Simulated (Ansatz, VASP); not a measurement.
## Two plane-wave programs on AlCu

```
Al Cu
1.0
     2.95683    0.00000    0.00000
     0.00000    2.95683    0.00000
     0.00000    0.00000    2.95683
Al Cu
1 1
Direct
  0.00000 0.00000 0.00000
  0.50000 0.50000 0.50000
```

Alike in both runs: functional r2SCAN; k mesh 14 × 14 × 14; occupations gaussian, width 0.1 eV; no spin polarisation.

Ansatz relaxed the structure, and its values are those at the end. VASP's run is a single point on that final structure, the one shown.

|  | VASP | Ansatz |
| --- | --- | --- |
| version | VASP 6.6.1 | Ansatz 0.2.0 |
| potentials or method | VASP PAW PBE potentials, release 64 (Al, Cu) | scalar-relativistic, plane waves, PAW |
| plane-wave cutoff (eV) | 520 | 520 |
| valence electrons in the cell | 14 | 22 |

|  | VASP | Ansatz | Ansatz less VASP |
| --- | --- | --- | --- |
| gap on the k mesh at the Fermi level (eV) | none | none | - |
| pressure (GPa) | 0.0 | 0.0 | -0.03 |

A gap of «none» marks a metal or a gap that the smearing closes. The two sets of potentials don't hold the same shells in valence.

Caveats: the PAW data sets were made with another functional, which shifts forces and pressure a little (VASP).
